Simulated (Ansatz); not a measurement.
# NaCl under changes of volume

One of the cells (21.478 Å³/atom); the others are scaled copies at fixed shape and fractional positions:

```
Cl Na
1.0
     3.50219    0.00000    0.00000
     0.00000    3.50219    0.00000
     0.00000    0.00000    3.50219
Cl Na
1 1
Direct
  0.50000 0.50000 0.50000
  0.00000 0.00000 0.00000
```

Measurements of this composition are mostly on another form, of space group No. 225.

```yaml
Program: Ansatz 0.2.0
Functional: r2SCAN
Potentials_or_basis: Ansatz PAW
Cutoff: "500 eV (not typed: the program's choice for these potentials)"
k_mesh: 8 × 8 × 8
Occupations: fermi-dirac, width 0.05 eV
Spin: no spin polarisation
```

```csv
volume (Å³/atom),energy over the lowest point (meV/atom),pressure (GPa),gap on the mesh (eV)
20.189,1.28,0.8,5.01
20.619,0.00,0.1,4.93
21.048,0.41,-0.4,4.85
21.478,2.31,-1.0,4.78
21.907,?,?,?
22.337,9.96,-1.9,4.65
22.766,15.43,-2.2,4.58
```

Q: What does the run at 21.907 Å³/atom give?

A: Energy over the lowest point 5.55 meV/atom; pressure -1.4 GPa; gap on the mesh 4.71 eV.

Worked out: A Birch-Murnaghan fit of order 3 (a polynomial in V^(-2/3)) to the other rows has its minimum at 20.72 Å³/atom with B0 = V·E''(V) = 29 GPa and B' = 4.6. It gives 5.54 meV/atom at 21.907 Å³/atom, against the run's 5.55, and -dE/dV = -1.4 GPa, against -1.4. A straight line through the other rows of the gap, of slope -3.54 eV per unit of ln V, gives 4.71 eV, against the run's 4.71.

Energies are extrapolated to zero smearing.

Caveats: the PAW data sets come from PBE, with cores solved anew for the run's functional, which leaves a small shift of forces and pressure.

A mesh can miss the band edges.
